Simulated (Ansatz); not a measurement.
In2O3:

```
In O
1.0
     2.74350    1.58396    4.83667
    -2.74350    1.58396    4.83667
     0.00000   -3.16792    4.83667
In O
4 6
Cartesian
  0.0000 0.0000 12.4396
  0.0000 0.0000 9.3254
  0.0000 0.0000 2.0704
  0.0000 0.0000 5.1846
  -1.9259 -0.1679 6.0458
  0.8176 1.7519 6.0458
  1.1084 -1.5840 6.0458
  1.9259 0.1679 8.4642
  -0.8176 -1.7519 8.4642
  -1.1084 1.5840 8.4642
```

Program: Ansatz 0.2.0. Alike in all runs: potentials or basis Ansatz PAW; no spin polarisation; cell as given; smearing fermi-dirac 0.05 eV.

**Question.** Order these runs on this cell by their pressure, lowest first.
A. level PBE; k mesh 4 × 4 × 4; cutoff (eV) 420
B. level r2SCAN; k mesh 6 × 6 × 6; cutoff (eV) 500; points for each segment of the path 10
C. level PBE; k mesh 6 × 6 × 6; cutoff (eV) 250

**Answer.** B (2.1 GPa), C (5.9 GPa), A (8.4 GPa).

Caveats: the PAW data sets come from PBE, with cores solved anew for the run's functional, which leaves a small shift of forces and pressure (some runs); the pressure holds a Pulay correction of +93.7 GPa for the finite cutoff (some runs); the cutoff lies under the one recommended for these potentials (some runs).
